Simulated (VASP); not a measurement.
# MgS: convergence, self-consistent run

MgS, I4mm (no. 107), 2 atoms in the cell. PBE; PAW potentials S, Mg (PBE set). VASP 6.6.1. The cell is changed on purpose: last atom moved by 0.08 Å along z, cell strained by +1.0% along z.

Wanted: stress within 1 GPa.

What the run is for: stress; Accuracy asked: screening.

POSCAR:
```
MgS
1.0
    0.0000000000      2.6016500000      2.6276665000
    2.6016500000      0.0000000000      2.6276665000
    2.6016500000      2.6016500000      0.0000000000
S Mg
1 1
Direct
    0.5000000000      0.5000000000      0.5000000000
    0.0153748600      0.0153748600     -0.0153748600
```

The series start from Plane-wave cutoff (eV): 340; k-point mesh: 7 × 7 × 7; Precision mode (PREC): Accurate; Electronic threshold (eV): 1e-6; Bands in all (NBANDS): 14; Aspherical gradient terms in the spheres (LASPH): yes; Electronic algorithm: ALGO=Normal; Placing of the Fermi level (EFERMI): EFERMI=MIDGAP; Use of symmetry (ISYM): defaults. Each series keeps the choices made before it, and each single choice may use up half of a tolerance.

## Plane-wave cutoff (eV)

| Plane-wave cutoff (eV) | Stress, largest deviation (GPa) | SCF iterations | Time (s) |
|---|---|---|---|
| 210 | 2.9 | 11 | 3.1 |
| 260 | 0.8 | 12 | 3.7 |
| 300 | 0.2 | 12 | 3.9 |
| 340 | 0.0 | 12 | 4.3 |
| 390 | 0.0 | 12 | 4.2 |
| 460 | 0.0 | 12 | 7.6 |
| 550 | 0.0 | 12 | 8.0 |
| 690 (reference) | 0.0 | 12 | 8.6 |

Chosen: 300, the loosest value from which every tighter one stays within half of the tolerance.

## k-point mesh

| k-point mesh | Stress, largest deviation (GPa) | SCF iterations | Time (s) |
|---|---|---|---|
| 3 × 3 × 3 | 1.6 | 12 | 1.8 |
| 4 × 4 × 4 | 0.4 | 12 | 2.2 |
| 5 × 5 × 5 | 0.1 | 12 | 2.5 |
| 6 × 6 × 6 | 0.0 | 12 | 3.3 |
| 7 × 7 × 7 | 0.0 | 12 | 3.9 |
| 9 × 9 × 9 | 0.0 | 12 | 5.9 |
| 11 × 11 × 11 | 0.0 | 12 | 9.2 |
| 14 × 14 × 14 (reference) | 0.0 | 12 | 16 |

Chosen: 4 × 4 × 4.

## Precision mode (PREC)

| Precision mode (PREC) | Stress, largest deviation (GPa) | SCF iterations | Time (s) |
|---|---|---|---|
| Low | 0.1 | 12 | 1.4 |
| SingleN | 0.0 | 12 | 1.4 |
| Normal | 0.0 | 12 | 1.7 |
| Accurate (reference) | 0.0 | 12 | 2.2 |

Chosen: Low.

## Electronic threshold (eV)

| Electronic threshold (eV) | Stress, largest deviation (GPa) | SCF iterations | Time (s) |
|---|---|---|---|
| 0.001 | 0.3 | 9 | 1.5 |
| 0.0001 | 0.1 | 10 | 1.5 |
| 1e-5 | 0.0 | 11 | 1.6 |
| 1e-6 | 0.0 | 12 | 1.4 |
| 1e-7 | 0.0 | 13 | 1.8 |
| 1e-8 (reference) | 0.0 | 16 | 2.2 |

Chosen: 0.001.

## Bands in all (NBANDS)

| Bands in all (NBANDS) | Stress, largest deviation (GPa) | SCF iterations | Time (s) |
|---|---|---|---|
| 5 | 0.2 | 9 | 1.1 |
| 6 | 0.2 | 9 | 1.2 |
| 8 | 0.2 | 9 | 1.3 |
| 10 | 0.0 | 9 | 1.4 |
| 14 | 0.0 | 9 | 1.5 |
| 24 (reference) | 0.0 | 9 | 1.4 |

Chosen: 5.

## Aspherical gradient terms in the spheres (LASPH)

| Aspherical gradient terms in the spheres (LASPH) | Stress, largest deviation (GPa) | SCF iterations | Time (s) |
|---|---|---|---|
| no | 0.0 | 9 | 0.6 |
| yes (reference) | 0.0 | 9 | 1.1 |

Chosen: no.

## Electronic algorithm

| Electronic algorithm | Stress, largest deviation (GPa) | SCF iterations | Time (s) |
|---|---|---|---|
| ALGO=Normal | 0.0 | 9 | 0.6 |
| ALGO=Fast | 0.1 | 11 | 0.7 |
| ALGO=VeryFast | 0.4 | 15 | 0.8 |
| ALGO=All ISEARCH=1 | 0.1 | 10 | 0.9 |
| ALGO=All ISEARCH=0 | 0.1 | 10 | 0.7 |
| ALGO=Damped TIME=0.4 | 0.4 | 13 | 0.7 |
| ALGO=Damped TIME=0.1 | 0.5 | 17 | 0.7 |
| ALGO=Old Fast | 0.1 | 9 | 0.8 |

Chosen: ALGO=Normal; no other choice that stays within half of the tolerance saves 30 % of the time.

## Placing of the Fermi level (EFERMI)

| Placing of the Fermi level (EFERMI) | Stress, largest deviation (GPa) | SCF iterations | Time (s) |
|---|---|---|---|
| EFERMI=MIDGAP | 0.0 | 9 | 0.6 |
| EFERMI=LEGACY | 0.0 | 9 | 0.7 |

Chosen: EFERMI=MIDGAP.

## Use of symmetry (ISYM)

| Use of symmetry (ISYM) | Stress, largest deviation (GPa) | SCF iterations | Time (s) |
|---|---|---|---|
| defaults | 0.0 | 9 | 0.6 |
| ISYM=1 | 0.0 | 9 | 0.6 |
| ISYM=0 | 0.0 | 9 | 0.8 |
| ISYM=-1 | 0.0 | 9 | 1.2 |

Chosen: defaults.

## All choices together

| Input | Stress, largest deviation (GPa) | Time (s) |
|---|---|---|
| the program's defaults (naive) | 0.8 | 0.9 |
| chosen settings | 0.2 | 0.6 |
| reference settings throughout | 0.0 | 95 |

The tolerance is met.

Values of the reference run: Stress: 0.4169, 0, 0, 0, 0.4169, 0, 0, 0, 0.1854 GPa.

## The input

INCAR:
```
  GGA = PE
  ISMEAR = 0
  SIGMA = 0.03
  LWAVE = False
  LCHARG = False
  ISIF = 2
  PREC = Low
  LASPH = False
  LREAL = False
  ALGO = Normal
  EDIFF = 0.001
  NELM = 120
  GGA_COMPAT = False
  ENCUT = 300
  EFERMI = MIDGAP
  NBANDS = 5
```

KPOINTS:
```
Automatic mesh
0
Gamma
  4 4 4
  0 0 0
```

Commands:
```
cat potpaw_PBE.64/S/POTCAR potpaw_PBE.64/Mg/POTCAR > POTCAR
mpirun -np 1 vasp_std > vasp.out
```

The naive input happens to agree within the tolerance here, in 0.9 s.

The chosen input took VASP 6.6.1 0.6 s on 1 core (Intel Xeon 6975P-C (Granite Rapids)), a shared host.

## An input that fails: cutoff far too low

It runs to its end, but against the unchanged starting input it is off by 14.3 GPa in the stress.

Changes against the starting input:
```
- NELM = 120
- ENCUT = 340
+ NELM = 59
+ ENCUT = 140
```
